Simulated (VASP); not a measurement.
A run of VASP 6.6.1 is set up as follows.

Contents of INCAR:

```
PREC = Accurate
ENCUT = 520
EDIFF = 1E-6
ISMEAR = 0
SIGMA = 0.03
LREAL = False
LASPH = True
NELM = 80
ALGO = Normal
ISIF = 2
LWAVE = False
LCHARG = False
GGA = PE
IVDW = 12
NBANDS = 48
ICORELEVEL = 1
KPAR = 2
```

File KPOINTS:

```
regular mesh
0
Gamma
  9 9 2
```

Contents of POSCAR:

```
GaS                                     
1.0
    3.5882280984      0.0000000000      0.0000000000
   -1.7941140492      3.1074966852      0.0000000000
    0.0000000000     -0.0000000000     15.4227156572
  Ga              S             
     4     4
Direct
     0.3333333300000021    0.6666666699999979    0.1706259713074623
     0.6666666699999979    0.3333333300000021    0.6706259713074623
     0.3333333300000021    0.6666666699999979    0.3293740286925377
     0.6666666699999979    0.3333333300000021    0.8293740286925377
     0.3333333300000021    0.6666666699999979    0.5999601510966729
     0.6666666699999979    0.3333333300000021    0.0999601510966728
     0.3333333300000021    0.6666666699999979    0.9000398489033271
     0.6666666699999979    0.3333333300000021    0.4000398489033272
```

Contents of KPOINTS_OPT:

```
explicit points
96
Reciprocal
 0.0000000000  0.0000000000  0.0000000000 1
 0.0555555556  0.0000000000  0.0000000000 1
 0.1111111111  0.0000000000  0.0000000000 1
 0.1666666667  0.0000000000  0.0000000000 1
 0.2222222222  0.0000000000  0.0000000000 1
 0.2777777778  0.0000000000  0.0000000000 1
 0.3333333333  0.0000000000  0.0000000000 1
 0.3888888889  0.0000000000  0.0000000000 1
 0.4444444444  0.0000000000  0.0000000000 1
 0.5000000000  0.0000000000  0.0000000000 1
 0.5000000000  0.0000000000  0.0000000000 1
 0.4814814815  0.0370370370  0.0000000000 1
 0.4629629630  0.0740740741  0.0000000000 1
 0.4444444444  0.1111111111  0.0000000000 1
 0.4259259259  0.1481481481  0.0000000000 1
 0.4074074074  0.1851851852  0.0000000000 1
 0.3888888889  0.2222222222  0.0000000000 1
 0.3703703703  0.2592592592  0.0000000000 1
 0.3518518518  0.2962962963  0.0000000000 1
 0.3333333333  0.3333333333  0.0000000000 1
 0.3333333333  0.3333333333  0.0000000000 1
 0.2962962963  0.2962962963  0.0000000000 1
 0.2592592592  0.2592592592  0.0000000000 1
 0.2222222222  0.2222222222  0.0000000000 1
 0.1851851852  0.1851851852  0.0000000000 1
 0.1481481481  0.1481481481  0.0000000000 1
 0.1111111111  0.1111111111  0.0000000000 1
 0.0740740741  0.0740740741  0.0000000000 1
 0.0370370370  0.0370370370  0.0000000000 1
 0.0000000000  0.0000000000  0.0000000000 1
 0.0000000000  0.0000000000  0.0000000000 1
 0.0000000000  0.0000000000  0.0555555556 1
 0.0000000000  0.0000000000  0.1111111111 1
 0.0000000000  0.0000000000  0.1666666667 1
 0.0000000000  0.0000000000  0.2222222222 1
 0.0000000000  0.0000000000  0.2777777778 1
 0.0000000000  0.0000000000  0.3333333333 1
 0.0000000000  0.0000000000  0.3888888889 1
 0.0000000000  0.0000000000  0.4444444444 1
 0.0000000000  0.0000000000  0.5000000000 1
 0.0000000000  0.0000000000  0.5000000000 1
 0.0555555556  0.0000000000  0.5000000000 1
 0.1111111111  0.0000000000  0.5000000000 1
 0.1666666667  0.0000000000  0.5000000000 1
 0.2222222222  0.0000000000  0.5000000000 1
 0.2777777778  0.0000000000  0.5000000000 1
 0.3333333333  0.0000000000  0.5000000000 1
 0.3888888889  0.0000000000  0.5000000000 1
 0.4444444444  0.0000000000  0.5000000000 1
 0.5000000000  0.0000000000  0.5000000000 1
 0.5000000000  0.0000000000  0.5000000000 1
 0.4814814815  0.0370370370  0.5000000000 1
 0.4629629630  0.0740740741  0.5000000000 1
 0.4444444444  0.1111111111  0.5000000000 1
 0.4259259259  0.1481481481  0.5000000000 1
 0.4074074074  0.1851851852  0.5000000000 1
 0.3888888889  0.2222222222  0.5000000000 1
 0.3703703703  0.2592592592  0.5000000000 1
 0.3518518518  0.2962962963  0.5000000000 1
 0.3333333333  0.3333333333  0.5000000000 1
 0.3333333333  0.3333333333  0.5000000000 1
 0.2962962963  0.2962962963  0.5000000000 1
 0.2592592592  0.2592592592  0.5000000000 1
 0.2222222222  0.2222222222  0.5000000000 1
 0.1851851852  0.1851851852  0.5000000000 1
 0.1481481481  0.1481481481  0.5000000000 1
 0.1111111111  0.1111111111  0.5000000000 1
 0.0740740741  0.0740740741  0.5000000000 1
 0.0370370370  0.0370370370  0.5000000000 1
 0.0000000000  0.0000000000  0.5000000000 1
 0.5000000000  0.0000000000  0.5000000000 1
 0.5000000000  0.0000000000  0.4444444444 1
 0.5000000000  0.0000000000  0.3888888889 1
 0.5000000000  0.0000000000  0.3333333333 1
 0.5000000000  0.0000000000  0.2777777778 1
 0.5000000000  0.0000000000  0.2222222222 1
 0.5000000000  0.0000000000  0.1666666667 1
 0.5000000000  0.0000000000  0.1111111111 1
 0.5000000000  0.0000000000  0.0555555556 1
 0.5000000000  0.0000000000  0.0000000000 1
 0.3333333333  0.3333333333  0.0000000000 1
 0.3333333333  0.3333333333  0.0555555556 1
 0.3333333333  0.3333333333  0.1111111111 1
 0.3333333333  0.3333333333  0.1666666667 1
 0.3333333333  0.3333333333  0.2222222222 1
 0.3333333333  0.3333333333  0.2777777778 1
 0.3333333333  0.3333333333  0.3333333333 1
 0.3333333333  0.3333333333  0.3888888889 1
 0.3333333333  0.3333333333  0.4444444444 1
 0.3333333333  0.3333333333  0.5000000000 1
 0.0000000000  0.0000000000  0.0000000000 1
 0.0000000000  0.0000000000  0.5000000000 1
 0.3333333333  0.3333333333  0.5000000000 1
 0.3333333333  0.3333333333  0.0000000000 1
 0.5000000000  0.0000000000  0.5000000000 1
 0.5000000000  0.0000000000  0.0000000000 1
```

Potentials or basis: VASP PAW PBE potentials, release 64 (Ga_d, S).

The run is started by

```bash
$ cat potpaw_PBE.64/Ga_d/POTCAR potpaw_PBE.64/S/POTCAR > POTCAR
$ mpirun -np 2 vasp_std > vasp.out
```

Q: What does it give for the pressure?

A: 0.0 GPa.

Q: What does it give for the band gap on the k mesh?

A: 1.57 eV, indirect (least direct gap 1.67 eV).

Q: Predict the largest force.

A: 0.005 eV/Å.

Levels at the corners of the path, in eV from the valence-band top:
```csv
point,band 35,band 36,band 37,band 38,band 39,band 40,band 41,band 42
Γ,-1.46,-1.41,-1.41,0.00,1.67,2.37,2.84,3.06
M,-2.56,-2.36,-2.24,-1.67,1.56,1.70,2.06,2.40
M,-2.56,-2.36,-2.24,-1.67,1.56,1.70,2.06,2.40
K,-2.37,-2.37,-1.99,-1.99,1.74,2.27,3.22,3.22
K,-2.37,-2.37,-1.99,-1.99,1.74,2.27,3.22,3.22
Γ,-1.46,-1.41,-1.41,0.00,1.67,2.37,2.84,3.06
Γ,-1.46,-1.41,-1.41,0.00,1.67,2.37,2.84,3.06
A,-1.44,-1.44,-0.73,-0.73,2.11,2.11,2.93,2.93
A,-1.44,-1.44,-0.73,-0.73,2.11,2.11,2.93,2.93
L,-2.58,-2.58,-1.95,-1.95,1.78,1.78,2.07,2.07
L,-2.58,-2.58,-1.95,-1.95,1.78,1.78,2.07,2.07
H,-2.57,-2.57,-1.86,-1.86,1.97,1.97,3.10,3.10
H,-2.57,-2.57,-1.86,-1.86,1.97,1.97,3.10,3.10
A,-1.44,-1.44,-0.73,-0.73,2.11,2.11,2.93,2.93
L,-2.58,-2.58,-1.95,-1.95,1.78,1.78,2.07,2.07
M,-2.56,-2.36,-2.24,-1.67,1.56,1.70,2.06,2.40
K,-2.37,-2.37,-1.99,-1.99,1.74,2.27,3.22,3.22
H,-2.57,-2.57,-1.86,-1.86,1.97,1.97,3.10,3.10
```

**Experimental background.**

“Vapor-liquid-solid growth of highly-mismatched semiconductor nanowires with high-fidelity van der Waals layer stacking”, 2022, arxiv:2211.03366 quotes, for a bulk crystal of GaS at 77 K: band gap 2.59 eV (indirect).

Against the measured gap of GaS, 2.59 eV (indirect; 77 K; quoted in “Vapor-liquid-solid growth of highly-mismatched semiconductor nanowires with high-fidelity van der Waals layer stacking”, 2022, arxiv:2211.03366), the calculated 1.56 eV is off by -1.03 eV. 2 values of this kind are on record (2.53 to 2.59 eV); this one was drawn at random. Spin-orbit coupling on Ga is left out. The value is that of PBE+D3(BJ), without temperature or zero-point motion. Semilocal functionals fall short of measured gaps as a rule.
